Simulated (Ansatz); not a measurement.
# In: the cost of one run

Program: Ansatz 0.2.0. Level of theory: DFT LDA, scalar-relativistic, plane waves, PAW. These are calculated values, not measurements.

17 further runs of the same task are left out: 17 set aside as unsound or not needed.

## Step 1: The starting structure

Symmetry: I4/mmm, No. 139, tetragonal system. The conventional cell has a = 3.151 Å, b = 3.151 Å, c = 4.948 Å, α = 90.00°, β = 90.00°, γ = 90.00°. Around In (site symmetry 4/mmm) lie 12 In at 3.15 to 3.33 Å.

As a file:

```cif
data_structure
_symmetry_space_group_name_H-M 'P 1'
_symmetry_Int_Tables_number 1
_cell_length_a 3.3290
_cell_length_b 3.3290
_cell_length_c 3.3290
_cell_angle_alpha 123.517
_cell_angle_beta 123.517
_cell_angle_gamma 84.009
_cell_volume 24.55
loop_
_atom_site_label
_atom_site_type_symbol
_atom_site_fract_x
_atom_site_fract_y
_atom_site_fract_z
_atom_site_occupancy
In1 In 0.00000 0.00000 0.00000 1
```

This cell was relaxed beforehand with the same method: volume 24.55 Å³/atom, gap on the mesh none (metal).

## Step 2: The scan

The energy is mapped over volume and the cell's shape.

The axes are (1) volume per atom: 7 values from 21.61 to 27.50 Å³; (2) c/a of the conventional cell: 7 values from 1.392 to 1.772.

Nothing else is relaxed (symmetry fixes all fractional coordinates). Energies count from the relaxed crystal. Points are written as (first, second).

## Step 3: Grid point (24.55 Å³, 1.392)

Contents of input.yaml:

```yaml
crystal:
  lattice:
    - [-1.6398725401, 1.6398725401, 2.2827025758]
    - [1.6398725401, -1.6398725401, 2.2827025758]
    - [1.6398725401, 1.6398725401, -2.2827025758]
  atoms:
    - { symbol: In, position: [0.0, 0.0, 0.0] }
basis:
  ecutwfc: 420
kpoints:
  mp_grid: { grid: [22, 22, 22] }
hamiltonian:
  xc: lda
  pseudopotentials: { kind: paw }
scf:
  occupations: { method: gaussian, width: 0.15 }
output:
  forces: true
  stress: true
  eigenvalues: true
```

Command:

```
> ansatz run input.yaml --threads 1 --pin off --max-ram 2048MiB --backend cpu --events-out ev --progress --plain --runs-dir out
```

What time and memory should one allow on 1 thread of Arm Neoverse N1, shared host?

About 22 s, with a peak of 0.48 GiB.
